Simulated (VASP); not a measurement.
# TlCl: single point with PBEsol

Crystal: TlCl.

```
CELL_PARAMETERS angstrom
3.83400 0.00000 0.00000
0.00000 3.83400 0.00000
0.00000 0.00000 3.83400
ATOMIC_POSITIONS crystal
Tl 0.00000 0.00000 0.00000
Cl 0.50000 0.50000 0.50000
```

```json
{"Program": "VASP 6.6.1", "Task": "single point", "Functional": "PBEsol", "Potentials or basis": "VASP PAW PBE potentials, release 64 (Tl_d, Cl)", "Cutoff": "520 eV", "k mesh": "7 × 7 × 7", "Occupations": "fermi-dirac, width 0.05 eV", "Spin": "no spin polarisation", "Ladder": "free", "Further INCAR settings": "ALGO = Normal; EDIFF = 1e-07; NBANDS = 17"}
```

- Pressure: -1.4 GPa
- Band gap on the k mesh: 2.42 eV, direct

Levels at points of the mesh, in eV from the valence-band top:
| k point | band 7 | band 8 | band 9 | band 10 | band 11 | band 12 | band 13 | band 14 |
| --- | --- | --- | --- | --- | --- | --- | --- | --- |
| (0.00, 0.00, 0.00) | -4.45 | -1.36 | -1.36 | -1.36 | 7.86 | 7.86 | 7.93 | 7.93 |

Run time: 8.9 s on 1 thread of Intel(R) Xeon(R) Platinum 8559C (Emerald Rapids), on a shared host, peak memory 0.17 GiB.

Caveat: the PAW data sets were made with another functional, which shifts forces and pressure a little; spin-orbit coupling is left out, which as a rule narrows the gap of such compounds by several tenths of an eV; an odd mesh through Γ misses points on the zone boundary, where band edges often lie. PBEsol gaps usually lie below the measured ones, often by a third to a half.
